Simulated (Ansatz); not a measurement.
A trial form of In3O2

Computed with DFT PBE, scalar-relativistic, plane waves, PAW (Ansatz 0.2.0). Cutoff 420 eV, Gaussian smearing, Γ-centred meshes. Cell and atoms relax first on a coarse mesh and then on a finer one. In between, the cell is made exact in the group found at 0.06 Å. In metals the finer mesh still leaves noise of several meV/atom or more. The steps can't lower the symmetry of their start. No spin polarisation in the relaxation; trial moments died out in a coarse test.

The cell of In3O2 is invented: random cell by space group and Wyckoff sites (Fmmm, No. 69). The dimensions are guesses.

```cif
data_structure
_symmetry_space_group_name_H-M 'Fmmm'
_symmetry_Int_Tables_number 69
_cell_length_a 6.9571
_cell_length_b 7.1646
_cell_length_c 7.7862
_cell_angle_alpha 90.000
_cell_angle_beta 90.000
_cell_angle_gamma 90.000
_cell_volume 388.10
loop_
_atom_site_label
_atom_site_type_symbol
_atom_site_symmetry_multiplicity
_atom_site_Wyckoff_symbol
_atom_site_fract_x
_atom_site_fract_y
_atom_site_fract_z
_atom_site_occupancy
In1 In 4 b 0.50000 0.00000 0.00000 1
In2 In 8 i 0.50000 0.00000 0.26029 1
O1 O 8 g 0.77367 0.00000 0.00000 1
```

Energies over the elements count from the elements' standard structures at the same level (O₂ as a molecule), with no fitted energy shifts.

Problem. Describe the relaxed structure.

Solution. The symmetry stays Fmmm (No. 69). The volume per atom grows by 7.3 %, from 19.4 to 20.8 Å³. The shortest distance goes from 1.90 Å (In–O) to 2.15 Å (In–O). The energy falls by about 2.2 eV/atom (the start's value is from the coarse mesh). The end is written in a standard setting, so origin, axes and order of atoms can differ from the start's. Conventional cell: a = 6.423 Å, b = 7.052 Å, c = 9.192 Å. In on a site of symmetry mmm has 2 O at 2.15 Å; In on a site of symmetry mm2 has 2 O at 2.16 Å; around O lie 3 In at 2.15–2.16 Å.

```yaml
crystal:
  lattice:
    - [0.00000, 3.52595, 4.59607]
    - [3.21130, 0.00000, 4.59607]
    - [3.21130, 3.52595, 0.00000]
  atoms:
    - { symbol: In, position: [0.50000, 0.50000, 0.50000] }
    - { symbol: In, position: [0.18010, 0.18010, 0.81990] }
    - { symbol: In, position: [0.81990, 0.81990, 0.18010] }
    - { symbol: O, position: [0.80436, 0.19564, 0.80436] }
    - { symbol: O, position: [0.19564, 0.80436, 0.19564] }
```

Problem. How does it come out in energy, and is it a metal?

Solution. The formation energy is −0.67 eV/atom and the gap on the 10×10×10 mesh of the 5-atom cell is 0 eV (a metal).

The last run used Gaussian smearing of 0.10 eV. An odd number of electrons in the primitive cell allows no gap without spin; a larger cell or a magnetic state could open one. Symmetry constrained the relaxation, so the result can be a saddle point. Another cell of In3O2 relaxed alike, in P-3m1, lies 193 meV/atom lower, so this cell isn't the stable form at this level.
